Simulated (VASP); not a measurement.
The system is MoSe2.

```xyz
6
Lattice="3.3384 0.0000 0.0000 -1.6692 2.8911 0.0000 0.0000 0.0000 14.8117" Properties=species:S:1:pos:R:3 pbc="T T T"
Mo    0.0000    1.9274    3.7029
Mo    1.6692    0.9637   11.1088
Se    0.0000    1.9274    9.4288
Se    1.6692    0.9637    2.0229
Se    0.0000    1.9274   12.7888
Se    1.6692    0.9637    5.3829
```

The cell isn't the ideal one: a relaxed cell with its volume scaled by 1.02.

```yaml
Program: VASP 6.6.1
Task: relaxation of shape and atoms at fixed volume
Functional: PBE
Potentials_or_basis: VASP PAW PBE potentials, release 64 (Mo, Se)
Cutoff: 300 eV
k_mesh: 5 × 5 × 1
Occupations: gaussian, width 0.03 eV
Spin: no spin polarisation
```

At the start: pressure -2.1 GPa; volume 23.83 Å³/atom.

Problem. Where does the relaxation end?

Solution. Over 6 steps the energy falls by 2.9 meV/atom; space group P6_3/mmc (No. 194, to 0.05 Å).

The path:
```csv
step,energy change (eV),largest force (eV/Å),pressure (GPa)
1,0.0000,0.2946,-2.05
2,-0.0093,0.0460,-1.08
3,-0.0094,0.0264,-1.01
4,-0.0143,0.0147,-0.66
5,-0.0176,0.0052,-0.10
6,-0.0176,0.0073,-0.04
```

Final structure:
```
Mo Se
1.0
     3.31757    0.00000    0.00000
    -1.65878    2.87310    0.00000
     0.00000    0.00000   14.99836
Mo Se
2 4
Direct
  0.33333 0.66667 0.25000
  0.66667 0.33333 0.75000
  0.33333 0.66667 0.63876
  0.66667 0.33333 0.13876
  0.33333 0.66667 0.86124
  0.66667 0.33333 0.36124
```

Caveat: the k mesh is coarse (spacing up to 0.43 Å⁻¹), so the values aren't converged; this functional lacks dispersion, which binds the layers, so the pressure and a relaxed spacing across them are unreliable.
